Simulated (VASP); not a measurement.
A run of VASP 6.6.1 is set up as follows.

File INCAR:

```
PREC = Accurate
ENCUT = 520
EDIFF = 1E-6
ISMEAR = 0
SIGMA = 0.1
LREAL = False
LASPH = True
NELM = 100
ALGO = Fast
ISIF = 2
LWAVE = False
LCHARG = False
GGA = PE
NBANDS = 18
```

The input KPOINTS:

```
regular mesh
0
Gamma
  15 15 15
```

The input POSCAR:

```
AlO3
1.0
    2.8814017372      1.6635780686      1.5808268630
   -2.8814017372      1.6635780686      1.5808268630
    0.0000000000     -3.3271561373      1.5808268629
Al O
1 3
Direct
    0.0000000000      0.0000000000      0.0000000000
    0.5000000000      0.0000000000      0.0000000000
    0.0000000000      0.5000000000      0.0000000000
    0.0000000000      0.0000000000      0.5000000000
```

Potentials or basis: VASP PAW PBE potentials, release 64 (Al, O).

The run is started by

```console
$ cat potpaw_PBE.64/Al/POTCAR potpaw_PBE.64/O/POTCAR > POTCAR
$ mpirun -np 1 vasp_std > vasp.out
```

(1) Predict the pressure.

(2) What does it give for the band gap on the k mesh?

Results:

(1) -0.2 GPa.

(2) none (metal or under the smearing width).

Caveat: an odd number of electrons without spin polarisation forces a metal; a magnetic or distorted state may lie lower.
